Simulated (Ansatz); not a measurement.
**CdS: response to strain**

CdS is deformed so: z strained by +1.5 % at fixed volume. What stress and forces result, by LAPW, PAW and all-electron datasets made for the crystal?

The COD entry's cell or inner coordinates are ideal or old and differ from later refinements, so a difference from it is no clean test against experiment.

Computed with Ansatz 0.2.0 (DFT PBE, scalar-relativistic, unless a step's input says otherwise).

### 1 Starting point

It takes space group F-43m (No. 216, cubic). Conventional cell: a = 5.820 Å, b = 5.820 Å, c = 5.820 Å, α = 90.00°, β = 90.00°, γ = 90.00°. Cd (site symmetry -43m) is surrounded by 4 S at 2.52 Å. S (site symmetry -43m) has 4 Cd at 2.52 Å as nearest neighbours.

As a file:

```
Cd S
1.0
     0.00000    2.91000    2.91000
     2.91000    0.00000    2.91000
     2.91000    2.91000    0.00000
Cd S
1 1
Direct
  0.00000 0.00000 0.00000
  0.75000 0.75000 0.75000
```

Atoms are numbered in the order of the input: Cd1, S2.

### 2 The deformed structure

Space group F-43m before, I-4m2 after.

### 3 LAPW, all electrons

input.yaml reads:

```yaml
crystal:
  lattice:
    - [0.0, 2.8884175019, 2.95365]
    - [2.8884175019, 0.0, 2.95365]
    - [2.8884175019, 2.8884175019, 0.0]
  atoms:
    - { symbol: Cd, position: [0.0, 0.0, 0.0] }
    - { symbol: S, position: [0.75, 0.75, 0.75] }
kpoints:
  mp_grid: { grid: [8, 8, 8] }
scf:
  occupations: { method: fermi_dirac, width: 0.01 }
hamiltonian:
  xc: pbe
  pseudopotentials: { kind: all_electron, lapw: { basis_error: 0.001 } }
output:
  forces: true
  stress: true
  eigenvalues: true
```

### 4 Frozen-core PAW

Edit input.yaml of step 3 so:

```diff
@@ -14,3 +14,3 @@
   xc: pbe
-  pseudopotentials: { kind: all_electron, lapw: { basis_error: 0.001 } }
+  pseudopotentials: { kind: paw }
 output:
@@ -19 +19,2 @@
   eigenvalues: true
+  efg: { contact_densities: true }
```

### 5 Datasets made for this crystal

Edit input.yaml of step 4 so:

```diff
@@ -14,3 +14,3 @@
   xc: pbe
-  pseudopotentials: { kind: paw }
+  pseudopotentials: { kind: all_electron, datasets: crystal }
 output:
```

(Steps that only read results are left out.)

What does the calculation give? Wanted: pressure; largest shear or deviatoric stress.

The runs gave:

| quantity | value |
| --- | --- |
| pressure | LAPW 3.32, PAW 3.28, crystal datasets 3.31 GPa |
| largest shear or deviatoric stress (LAPW) | 0.25 GPa |

The largest part of the stress beyond the pressure is 0.25 GPa in size, in the zz component; the atoms are carried along and not relaxed. No run of the undeformed cell stands beside it, so the pressure holds what the given cell had before the change. PAW: stress within 0.04 GPa of LAPW. Crystal datasets: stress within 0.01 GPa of LAPW.
